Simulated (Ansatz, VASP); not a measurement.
# BN: VASP beside Ansatz

```xyz
2
Lattice="0.0000 3.3365 2.1688 1.2538 0.0000 2.1688 1.2538 3.3365 0.0000" Properties=species:S:1:pos:R:3 pbc="T T T"
B     1.2538    3.3365    0.0005
N     1.2538    3.3365    2.8914
```

Alike in both runs: functional PBE; dispersion D3(BJ); k mesh 12 × 12 × 12; no spin polarisation.

Ansatz relaxed the structure, and its values are those at the end. VASP's run is a single point on that final structure, the one shown.

```csv
,VASP,Ansatz
version,VASP 6.6.1,Ansatz 0.2.0
potentials or method,"VASP PAW PBE potentials, release 64 (B, N)","scalar-relativistic, plane waves, PAW"
plane-wave cutoff (eV),520,420
occupations,"gaussian, width 0.01 eV",fixed
valence electrons in the cell,8,8
```

```tsv
	VASP	Ansatz	Ansatz less VASP
gap on the k mesh at the Fermi level (eV)	3.65	3.66	+0.008
least direct gap on the mesh (eV)	4.53	4.53	+0.003
pressure (GPa)	0.1	0.0	-0.07
```

A k mesh can miss the band edges.
